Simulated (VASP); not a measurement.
# 2H-WS2 monolayer under biaxial strain, part 2 of 2

How do the gap and the band positions of 2H-WS2 monolayer follow biaxial strain?

VASP 6.6.1, plane waves and PAW; the level of theory is named at each step.

So far. Step 9 (Strained, atoms relaxed, biaxial strain -0.02): The run ended after 3 ionic steps, 0.012 eV below its first step, once the forces on the free atoms met EDIFFG = -0.015.

## Step 10: Strained, levels with spin-orbit coupling, biaxial strain -0.02

This step: PBE with D3(BJ), spin-orbit coupling, no spin polarisation; plane waves and PAW (W, S) (VASP 6.6.1).

File INCAR:

```
SYSTEM = WS2
PREC = Normal
ENCUT = 350
EDIFF = 1E-06
NELM = 120
ISMEAR = 0
SIGMA = 0.03
LREAL = .FALSE.
ALGO = Fast
GGA = PE
IVDW = 12
LNONCOLLINEAR = .TRUE.
MAGMOM = 0 0 0 0 0 0 0 0 0
NBANDS = 30
GGA_COMPAT = .FALSE.
LASPH = .TRUE.
LSORBIT = .TRUE.
LMAXMIX = 4
LWAVE = .FALSE.
LCHARG = .FALSE.
KPAR = 4
IDIPOL = 3
LDIPOL = .TRUE.
DIPOL = 0.5 0.5 0.5
LVHAR = .TRUE.
LVACPOTAV = .TRUE.
```

File POSCAR:

```
WS2
1.0
    3.0895302722      0.0000000000      0.0000000000
   -1.5447651361      2.6756117015      0.0000000000
    0.0000000000      0.0000000000     22.0000000000
W S
1 2
Direct
    0.3333333333      0.6666666667      0.5000000000
    0.6666666667      0.3333333333      0.4273037395
    0.6666666667      0.3333333333      0.5726962605
```

File KPOINTS:

```
Automatic mesh
0
Gamma
12 12 1
0 0 0
```

File KPOINTS_OPT:

```
Line mode
14
Line-mode
Reciprocal
  0.00000000   0.00000000   0.00000000 GAMMA
  0.50000000   0.00000000   0.00000000 M

  0.50000000   0.00000000   0.00000000 M
  0.33333333   0.33333333   0.00000000 K

  0.33333333   0.33333333   0.00000000 K
  0.00000000   0.00000000   0.00000000 GAMMA
```

PAW data sets: W and S (PBE family, release 64).

Run with:

```sh
> mpirun -np 4 vasp_ncl
```

It took 79 s on 4 MPI ranks of Intel Xeon Platinum 8488C (Sapphire Rapids), shared host; peak memory 1.7 GiB; 4.4 min of CPU time.

On-site spin-orbit energy by atom:

```
atom  on-site spin-orbit energy (eV)
  W1                          -0.319
  S2                          -0.003
  S3                          -0.003
```

## Step 11: Strained, atoms relaxed, biaxial strain -0.01

This step: PBE with D3(BJ), no spin polarisation; plane waves and PAW (W, S) (VASP 6.6.1).

File INCAR:

```
SYSTEM = WS2
PREC = Normal
ENCUT = 350
EDIFF = 1E-06
NELM = 120
ISMEAR = 0
SIGMA = 0.03
LREAL = .FALSE.
ALGO = Fast
GGA = PE
IVDW = 12
NBANDS = 15
LASPH = .TRUE.
LORBIT = 11
LWAVE = .FALSE.
LCHARG = .FALSE.
KPAR = 4
IBRION = 2
NSW = 30
ISIF = 2
EDIFFG = -0.015
POTIM = 0.4
MAXMIX = 40
IDIPOL = 3
LDIPOL = .TRUE.
DIPOL = 0.5 0.5 0.5
```

File POSCAR:

```
WS2
1.0
    3.1210560913      0.0000000000      0.0000000000
   -1.5605280456      2.7029138617      0.0000000000
    0.0000000000      0.0000000000     22.0000000000
W S
1 2
Direct
    0.3333333333      0.6666666667      0.5000000000
    0.6666666667      0.3333333333      0.4283955868
    0.6666666667      0.3333333333      0.5716044132
```

KPOINTS is that of step 10.

Run with:

```sh
> mpirun -np 4 vasp_std
```

It took 12 s on 4 MPI ranks; peak memory 0.72 GiB.

The steps of the relaxation:

```csv
step,energy less that of the first step (eV),largest force (eV/Å)
1,0.0000,0.2535
2,-0.0029,0.0467
3,-0.0031,0.0020
```

The atoms that moved most (Å):

| atom | dx | dy | dz | length |
| --- | --- | --- | --- | --- |
| S3 | 0.000 | 0.000 | 0.012 | 0.012 |
| S2 | 0.000 | 0.000 | -0.012 | 0.012 |

The relaxed structure:

```
W S
1.0
     3.12106    0.00000    0.00000
    -1.56053    2.70291    0.00000
     0.00000    0.00000   22.00000
W S
1 2
Direct
  0.33333 0.66667 0.50000
  0.66667 0.33333 0.42785
  0.66667 0.33333 0.57215
```

The run ended after 3 ionic steps, 0.003 eV below its first step, once the forces on the free atoms met EDIFFG = -0.015.

## Step 12: Strained, levels with spin-orbit coupling, biaxial strain -0.01

This step: PBE with D3(BJ), spin-orbit coupling, no spin polarisation; plane waves and PAW (W, S) (VASP 6.6.1).

File INCAR:

```
SYSTEM = WS2
PREC = Normal
ENCUT = 350
EDIFF = 1E-06
NELM = 120
ISMEAR = 0
SIGMA = 0.03
LREAL = .FALSE.
ALGO = Fast
GGA = PE
IVDW = 12
LNONCOLLINEAR = .TRUE.
MAGMOM = 0 0 0 0 0 0 0 0 0
NBANDS = 30
GGA_COMPAT = .FALSE.
LASPH = .TRUE.
LSORBIT = .TRUE.
LMAXMIX = 4
LWAVE = .FALSE.
LCHARG = .FALSE.
KPAR = 4
IDIPOL = 3
LDIPOL = .TRUE.
DIPOL = 0.5 0.5 0.5
LVHAR = .TRUE.
LVACPOTAV = .TRUE.
```

File POSCAR:

```
WS2
1.0
    3.1210560913      0.0000000000      0.0000000000
   -1.5605280456      2.7029138617      0.0000000000
    0.0000000000      0.0000000000     22.0000000000
W S
1 2
Direct
    0.3333333333      0.6666666667      0.5000000000
    0.6666666667      0.3333333333      0.4278504872
    0.6666666667      0.3333333333      0.5721495128
```

KPOINTS is that of step 11.

KPOINTS_OPT is that of step 10.

Run with:

```sh
> mpirun -np 4 vasp_ncl
```

Run time: 79 s. Hardware: 4 MPI ranks; peak memory 1.8 GiB; 4.4 min of CPU time.

On-site spin-orbit energy by atom:

```
atom  on-site spin-orbit energy (eV)
  W1                          -0.318
  S2                          -0.003
  S3                          -0.003
```

## Step 13: Strained, atoms relaxed, biaxial strain 0

This step: PBE with D3(BJ), no spin polarisation; plane waves and PAW (W, S) (VASP 6.6.1).

File INCAR:

```
SYSTEM = WS2
PREC = Normal
ENCUT = 350
EDIFF = 1E-06
NELM = 120
ISMEAR = 0
SIGMA = 0.03
LREAL = .FALSE.
ALGO = Fast
GGA = PE
IVDW = 12
NBANDS = 15
LASPH = .TRUE.
LORBIT = 11
LWAVE = .FALSE.
LCHARG = .FALSE.
KPAR = 4
IBRION = 2
NSW = 30
ISIF = 2
EDIFFG = -0.015
POTIM = 0.4
MAXMIX = 40
IDIPOL = 3
LDIPOL = .TRUE.
DIPOL = 0.5 0.5 0.5
```

File POSCAR:

```
WS2
1.0
    3.1525819104      0.0000000000      0.0000000000
   -1.5762909552      2.7302160219      0.0000000000
    0.0000000000      0.0000000000     22.0000000000
W S
1 2
Direct
    0.3333333333      0.6666666667      0.5000000000
    0.6666666667      0.3333333333      0.4283955868
    0.6666666667      0.3333333333      0.5716044132
```

KPOINTS is that of step 12.

Run with:

```sh
> mpirun -np 4 vasp_std
```

Run time: 8 s. Hardware: 4 MPI ranks; peak memory 0.68 GiB; 25 s of CPU time.

The start already met the threshold, so nothing moved, which says little where the restoring forces are soft.

## Step 14: Strained, levels with spin-orbit coupling, biaxial strain 0

This step: PBE with D3(BJ), spin-orbit coupling, no spin polarisation; plane waves and PAW (W, S) (VASP 6.6.1).

File INCAR:

```
SYSTEM = WS2
PREC = Normal
ENCUT = 350
EDIFF = 1E-06
NELM = 120
ISMEAR = 0
SIGMA = 0.03
LREAL = .FALSE.
ALGO = Fast
GGA = PE
IVDW = 12
LNONCOLLINEAR = .TRUE.
MAGMOM = 0 0 0 0 0 0 0 0 0
NBANDS = 30
GGA_COMPAT = .FALSE.
LASPH = .TRUE.
LSORBIT = .TRUE.
LMAXMIX = 4
LWAVE = .FALSE.
LCHARG = .FALSE.
KPAR = 4
IDIPOL = 3
LDIPOL = .TRUE.
DIPOL = 0.5 0.5 0.5
LVHAR = .TRUE.
LVACPOTAV = .TRUE.
```

POSCAR is that of step 13.

KPOINTS is that of step 13.

KPOINTS_OPT is that of step 12.

Run with:

```sh
> mpirun -np 4 vasp_ncl
```

The job ended after 76 s (4 MPI ranks; peak memory 1.8 GiB; 4.2 min of CPU time).

## Step 15: Strained, atoms relaxed, biaxial strain 0.01

This step: PBE with D3(BJ), no spin polarisation; plane waves and PAW (W, S) (VASP 6.6.1).

File INCAR:

```
SYSTEM = WS2
PREC = Normal
ENCUT = 350
EDIFF = 1E-06
NELM = 120
ISMEAR = 0
SIGMA = 0.03
LREAL = .FALSE.
ALGO = Fast
GGA = PE
IVDW = 12
NBANDS = 15
LASPH = .TRUE.
LORBIT = 11
LWAVE = .FALSE.
LCHARG = .FALSE.
KPAR = 4
IBRION = 2
NSW = 30
ISIF = 2
EDIFFG = -0.015
POTIM = 0.4
MAXMIX = 40
IDIPOL = 3
LDIPOL = .TRUE.
DIPOL = 0.5 0.5 0.5
```

File POSCAR:

```
WS2
1.0
    3.1841077295      0.0000000000      0.0000000000
   -1.5920538648      2.7575181821      0.0000000000
    0.0000000000      0.0000000000     22.0000000000
W S
1 2
Direct
    0.3333333333      0.6666666667      0.5000000000
    0.6666666667      0.3333333333      0.4283955868
    0.6666666667      0.3333333333      0.5716044132
```

KPOINTS is that of step 14.

Run with:

```sh
> mpirun -np 4 vasp_std
```

Wall time 14 s (4 MPI ranks); peak memory 0.79 GiB; 47 s of CPU time.

The run ended after 3 ionic steps, 0.002 eV below its first step, once the forces on the free atoms met EDIFFG = -0.015.

## Step 16: Strained, levels with spin-orbit coupling, biaxial strain 0.01

This step: PBE with D3(BJ), spin-orbit coupling, no spin polarisation; plane waves and PAW (W, S) (VASP 6.6.1).

File INCAR:

```
SYSTEM = WS2
PREC = Normal
ENCUT = 350
EDIFF = 1E-06
NELM = 120
ISMEAR = 0
SIGMA = 0.03
LREAL = .FALSE.
ALGO = Fast
GGA = PE
IVDW = 12
LNONCOLLINEAR = .TRUE.
MAGMOM = 0 0 0 0 0 0 0 0 0
NBANDS = 30
GGA_COMPAT = .FALSE.
LASPH = .TRUE.
LSORBIT = .TRUE.
LMAXMIX = 4
LWAVE = .FALSE.
LCHARG = .FALSE.
KPAR = 4
IDIPOL = 3
LDIPOL = .TRUE.
DIPOL = 0.5 0.5 0.5
LVHAR = .TRUE.
LVACPOTAV = .TRUE.
```

File POSCAR:

```
WS2
1.0
    3.1841077295      0.0000000000      0.0000000000
   -1.5920538648      2.7575181821      0.0000000000
    0.0000000000      0.0000000000     22.0000000000
W S
1 2
Direct
    0.3333333333      0.6666666667      0.5000000000
    0.6666666667      0.3333333333      0.4288852100
    0.6666666667      0.3333333333      0.5711147900
```

KPOINTS is that of step 15.

KPOINTS_OPT is that of step 14.

Run with:

```sh
> mpirun -np 4 vasp_ncl
```

Run time: 88 s. Hardware: 4 MPI ranks; peak memory 1.9 GiB.

On-site spin-orbit energy by atom:

```csv
atom,on-site spin-orbit energy (eV)
W1,-0.317
S2,-0.003
S3,-0.003
```

## Step 17: Strained, atoms relaxed, biaxial strain 0.02

This step: PBE with D3(BJ), no spin polarisation; plane waves and PAW (W, S) (VASP 6.6.1).

File INCAR:

```
SYSTEM = WS2
PREC = Normal
ENCUT = 350
EDIFF = 1E-06
NELM = 120
ISMEAR = 0
SIGMA = 0.03
LREAL = .FALSE.
ALGO = Fast
GGA = PE
IVDW = 12
NBANDS = 15
LASPH = .TRUE.
LORBIT = 11
LWAVE = .FALSE.
LCHARG = .FALSE.
KPAR = 4
IBRION = 2
NSW = 30
ISIF = 2
EDIFFG = -0.015
POTIM = 0.4
MAXMIX = 40
IDIPOL = 3
LDIPOL = .TRUE.
DIPOL = 0.5 0.5 0.5
```

File POSCAR:

```
WS2
1.0
    3.2156335486      0.0000000000      0.0000000000
   -1.6078167743      2.7848203423      0.0000000000
    0.0000000000      0.0000000000     22.0000000000
W S
1 2
Direct
    0.3333333333      0.6666666667      0.5000000000
    0.6666666667      0.3333333333      0.4283955868
    0.6666666667      0.3333333333      0.5716044132
```

KPOINTS is that of step 16.

Run with:

```sh
> mpirun -np 4 vasp_std
```

The job ended after 17 s (4 MPI ranks; peak memory 0.79 GiB; 54 s of CPU time).

The run ended after 3 ionic steps, 0.010 eV below its first step, once the forces on the free atoms met EDIFFG = -0.015.

## Step 18: Strained, levels with spin-orbit coupling, biaxial strain 0.02

This step: PBE with D3(BJ), spin-orbit coupling, no spin polarisation; plane waves and PAW (W, S) (VASP 6.6.1).

File INCAR:

```
SYSTEM = WS2
PREC = Normal
ENCUT = 350
EDIFF = 1E-06
NELM = 120
ISMEAR = 0
SIGMA = 0.03
LREAL = .FALSE.
ALGO = Fast
GGA = PE
IVDW = 12
LNONCOLLINEAR = .TRUE.
MAGMOM = 0 0 0 0 0 0 0 0 0
NBANDS = 30
GGA_COMPAT = .FALSE.
LASPH = .TRUE.
LSORBIT = .TRUE.
LMAXMIX = 4
LWAVE = .FALSE.
LCHARG = .FALSE.
KPAR = 4
IDIPOL = 3
LDIPOL = .TRUE.
DIPOL = 0.5 0.5 0.5
LVHAR = .TRUE.
LVACPOTAV = .TRUE.
```

File POSCAR:

```
WS2
1.0
    3.2156335486      0.0000000000      0.0000000000
   -1.6078167743      2.7848203423      0.0000000000
    0.0000000000      0.0000000000     22.0000000000
W S
1 2
Direct
    0.3333333333      0.6666666667      0.5000000000
    0.6666666667      0.3333333333      0.4293994253
    0.6666666667      0.3333333333      0.5706005747
```

KPOINTS is that of step 17.

KPOINTS_OPT is that of step 16.

Run with:

```sh
> mpirun -np 4 vasp_ncl
```

Elapsed: 89 s, on 4 MPI ranks; peak memory 2 GiB; 4.9 min of CPU time.

## Step 19: Strained, atoms relaxed, biaxial strain 0.03

This step: PBE with D3(BJ), no spin polarisation; plane waves and PAW (W, S) (VASP 6.6.1).

File INCAR:

```
SYSTEM = WS2
PREC = Normal
ENCUT = 350
EDIFF = 1E-06
NELM = 120
ISMEAR = 0
SIGMA = 0.03
LREAL = .FALSE.
ALGO = Fast
GGA = PE
IVDW = 12
NBANDS = 15
LASPH = .TRUE.
LORBIT = 11
LWAVE = .FALSE.
LCHARG = .FALSE.
KPAR = 4
IBRION = 2
NSW = 30
ISIF = 2
EDIFFG = -0.015
POTIM = 0.4
MAXMIX = 40
IDIPOL = 3
LDIPOL = .TRUE.
DIPOL = 0.5 0.5 0.5
```

File POSCAR:

```
WS2
1.0
    3.2471593677      0.0000000000      0.0000000000
   -1.6235796839      2.8121225026      0.0000000000
    0.0000000000      0.0000000000     22.0000000000
W S
1 2
Direct
    0.3333333333      0.6666666667      0.5000000000
    0.6666666667      0.3333333333      0.4283955868
    0.6666666667      0.3333333333      0.5716044132
```

KPOINTS is that of step 18.

Run with:

```sh
> mpirun -np 4 vasp_std
```

Wall time 16 s (4 MPI ranks); peak memory 0.77 GiB; 53 s of CPU time.

The run ended after 3 ionic steps, 0.021 eV below its first step, once the forces on the free atoms met EDIFFG = -0.015.

## Step 20: Strained, levels with spin-orbit coupling, biaxial strain 0.03

This step: PBE with D3(BJ), spin-orbit coupling, no spin polarisation; plane waves and PAW (W, S) (VASP 6.6.1).

File INCAR:

```
SYSTEM = WS2
PREC = Normal
ENCUT = 350
EDIFF = 1E-06
NELM = 120
ISMEAR = 0
SIGMA = 0.03
LREAL = .FALSE.
ALGO = Fast
GGA = PE
IVDW = 12
LNONCOLLINEAR = .TRUE.
MAGMOM = 0 0 0 0 0 0 0 0 0
NBANDS = 30
GGA_COMPAT = .FALSE.
LASPH = .TRUE.
LSORBIT = .TRUE.
LMAXMIX = 4
LWAVE = .FALSE.
LCHARG = .FALSE.
KPAR = 4
IDIPOL = 3
LDIPOL = .TRUE.
DIPOL = 0.5 0.5 0.5
LVHAR = .TRUE.
LVACPOTAV = .TRUE.
```

File POSCAR:

```
WS2
1.0
    3.2471593677      0.0000000000      0.0000000000
   -1.6235796839      2.8121225026      0.0000000000
    0.0000000000      0.0000000000     22.0000000000
W S
1 2
Direct
    0.3333333333      0.6666666667      0.5000000000
    0.6666666667      0.3333333333      0.4298837856
    0.6666666667      0.3333333333      0.5701162144
```

KPOINTS is that of step 19.

KPOINTS_OPT is that of step 18.

Run with:

```sh
> mpirun -np 4 vasp_ncl
```

The job ended after 92 s (4 MPI ranks; peak memory 2 GiB; 5.1 min of CPU time).

On-site spin-orbit energy by atom:

| atom | on-site spin-orbit energy (eV) |
| --- | --- |
| W1 | -0.317 |
| S2 | -0.003 |
| S3 | -0.003 |

## Step 21: Strained, atoms relaxed, biaxial strain 0.04

This step: PBE with D3(BJ), no spin polarisation; plane waves and PAW (W, S) (VASP 6.6.1).

File INCAR:

```
SYSTEM = WS2
PREC = Normal
ENCUT = 350
EDIFF = 1E-06
NELM = 120
ISMEAR = 0
SIGMA = 0.03
LREAL = .FALSE.
ALGO = Fast
GGA = PE
IVDW = 12
NBANDS = 15
LASPH = .TRUE.
LORBIT = 11
LWAVE = .FALSE.
LCHARG = .FALSE.
KPAR = 4
IBRION = 2
NSW = 30
ISIF = 2
EDIFFG = -0.015
POTIM = 0.4
MAXMIX = 40
IDIPOL = 3
LDIPOL = .TRUE.
DIPOL = 0.5 0.5 0.5
```

File POSCAR:

```
WS2
1.0
    3.2786851868      0.0000000000      0.0000000000
   -1.6393425934      2.8394246628      0.0000000000
    0.0000000000      0.0000000000     22.0000000000
W S
1 2
Direct
    0.3333333333      0.6666666667      0.5000000000
    0.6666666667      0.3333333333      0.4283955868
    0.6666666667      0.3333333333      0.5716044132
```

KPOINTS is that of step 20.

Run with:

```sh
> mpirun -np 4 vasp_std
```

The job ended after 16 s (4 MPI ranks; peak memory 0.79 GiB; 51 s of CPU time).

The run ended after 3 ionic steps, 0.036 eV below its first step, once the forces on the free atoms met EDIFFG = -0.015.

## Step 22: Strained, levels with spin-orbit coupling, biaxial strain 0.04

This step: PBE with D3(BJ), spin-orbit coupling, no spin polarisation; plane waves and PAW (W, S) (VASP 6.6.1).

File INCAR:

```
SYSTEM = WS2
PREC = Normal
ENCUT = 350
EDIFF = 1E-06
NELM = 120
ISMEAR = 0
SIGMA = 0.03
LREAL = .FALSE.
ALGO = Fast
GGA = PE
IVDW = 12
LNONCOLLINEAR = .TRUE.
MAGMOM = 0 0 0 0 0 0 0 0 0
NBANDS = 30
GGA_COMPAT = .FALSE.
LASPH = .TRUE.
LSORBIT = .TRUE.
LMAXMIX = 4
LWAVE = .FALSE.
LCHARG = .FALSE.
KPAR = 4
IDIPOL = 3
LDIPOL = .TRUE.
DIPOL = 0.5 0.5 0.5
LVHAR = .TRUE.
LVACPOTAV = .TRUE.
```

File POSCAR:

```
WS2
1.0
    3.2786851868      0.0000000000      0.0000000000
   -1.6393425934      2.8394246628      0.0000000000
    0.0000000000      0.0000000000     22.0000000000
W S
1 2
Direct
    0.3333333333      0.6666666667      0.5000000000
    0.6666666667      0.3333333333      0.4303547868
    0.6666666667      0.3333333333      0.5696452132
```

KPOINTS is that of step 21.

KPOINTS_OPT is that of step 20.

Run with:

```sh
> mpirun -np 4 vasp_ncl
```

Elapsed: 89 s, on 4 MPI ranks; peak memory 2 GiB; 4.9 min of CPU time.

On-site spin-orbit energy by atom:

```csv
atom,on-site spin-orbit energy (eV)
W1,-0.317
S2,-0.003
S3,-0.003
```

## Step 23: All strains together

This step: monolayer under biaxial strain, PBE + D3(BJ); plane waves and PAW (VASP 6.6.1).

Derived from the runs above.

This step gave:

```yaml
lattice_a: 3.153 Å
```

Gaps on mesh and path; the strain energy is without spin-orbit coupling. Strain series, by row:

```csv
biaxial strain (%),strain energy (J/m²),thickness (Å),gap with spin-orbit coupling (eV),least direct gap (eV),highest filled level below the vacuum (eV)
-4,0.33,3.249,1.436,2.234,5.316
-3,0.1831,3.224,1.488,2.113,5.341
-2,0.08098,3.199,1.54,1.968,5.37
-1,0.02087,3.175,1.587,1.819,5.404
0,-7.82e-7,3.151,1.631,1.673,5.442
1,0.01605,3.129,1.537,1.537,5.484
2,0.06703,3.106,1.409,1.409,5.531
3,0.1508,3.085,1.285,1.293,5.572
4,0.2655,3.064,1.067,1.187,5.512
```

## Step 24: Outcome

| Item | Value |
| --- | --- |
| lattice a | 3.15 Å |

In words: The gap with spin-orbit coupling runs from 1.44 eV at -4 % to 1.07 eV at +4 %; the largest value among the strains run is 1.63 eV, at +0 %, and the band edges may change valleys between rows. Under tension its steps for each per cent are -94, -128, -125 and -217 meV. A cubic fit of the strain energy gives a curvature of 186 N/m in E = k ε², which is C11 + C12 for this hexagonal sheet. The sheet's thickness goes from 3.25 to 3.06 Å. Gaps are read on mesh and path and are too small at this level. The small cell can't ripple under compression.

[Lines on the potential files, build, host, timing and source positions are cut from VASP's logs without a mark.]

[Logs are printed without paths, hosts, clocks, repeated set-up lines and the standing remarks that a program may print on its own settings, such as how far it seeks lower states.]

[Hosts, paths, dates, database ids (printed as entryN), source tags and the programs' standing remarks are cut or masked in the printed files.]

[Runs that stopped without an error message from VASP are left out.]
